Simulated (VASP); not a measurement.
A run of VASP 6.6.1 is set up as follows.

POSCAR

```
AlRu
1.0
    2.9916000000      0.0000000000      0.0000000000
    0.0000000000      2.9916000000      0.0000000000
    0.0000000000      0.0000000000      2.9916000000
Ru Al
1 1
Direct
    0.5000000000      0.5000000000      0.5000000000
    0.0000000000      0.0000000000      0.0000000000
```

The input INCAR.step1:

```
SYSTEM = AlRu
PREC = Accurate ; ENCUT = 520
EDIFF = 1E-7 ; ISMEAR = -1
SIGMA = 0.05 ; LREAL = .False.
LASPH = .True. ; NELM = 80
ALGO = Normal ; ISIF = 2
LWAVE = .False. ; LCHARG = .True.
LMAXMIX = 4 ; GGA = RP
NBANDS = 16
```

KPOINTS.step1

```
Automatic mesh
0
Gamma
  9 9 9
  0 0 0
```

INCAR.step2

```
SYSTEM = AlRu
PREC = Accurate ; ENCUT = 520
EDIFF = 1E-7 ; ISMEAR = 0
SIGMA = 0.05 ; LREAL = .False.
LASPH = .True. ; NELM = 80
ALGO = Normal ; ISIF = 2
LWAVE = .False. ; LCHARG = .False.
LMAXMIX = 4 ; GGA = RP
NBANDS = 16 ; ICHARG = 11
```

The input KPOINTS.step2:

```
path GXMGRX,MR
20
line-mode
reciprocal
 0.0000000000  0.0000000000  0.0000000000  G
 0.0000000000  0.5000000000  0.0000000000  X

 0.0000000000  0.5000000000  0.0000000000  X
 0.5000000000  0.5000000000  0.0000000000  M

 0.5000000000  0.5000000000  0.0000000000  M
 0.0000000000  0.0000000000  0.0000000000  G

 0.0000000000  0.0000000000  0.0000000000  G
 0.5000000000  0.5000000000  0.5000000000  R

 0.5000000000  0.5000000000  0.5000000000  R
 0.0000000000  0.5000000000  0.0000000000  X

 0.5000000000  0.5000000000  0.0000000000  M
 0.5000000000  0.5000000000  0.5000000000  R
```

Potentials or basis: VASP PAW PBE potentials, release 64 (Ru_pv, Al).

Run with:

```sh
$ cat potpaw_PBE.64/Ru_pv/POTCAR potpaw_PBE.64/Al/POTCAR > POTCAR
$ cp INCAR.step1 INCAR
$ cp KPOINTS.step1 KPOINTS
$ mpirun -np 1 vasp_std > vasp.out
$ cp INCAR.step2 INCAR
$ cp KPOINTS.step2 KPOINTS
$ mpirun -np 1 vasp_std > vasp.out
```

(1) Estimate the band gap along the path.

Answers

(1) none (metal or under the smearing width).
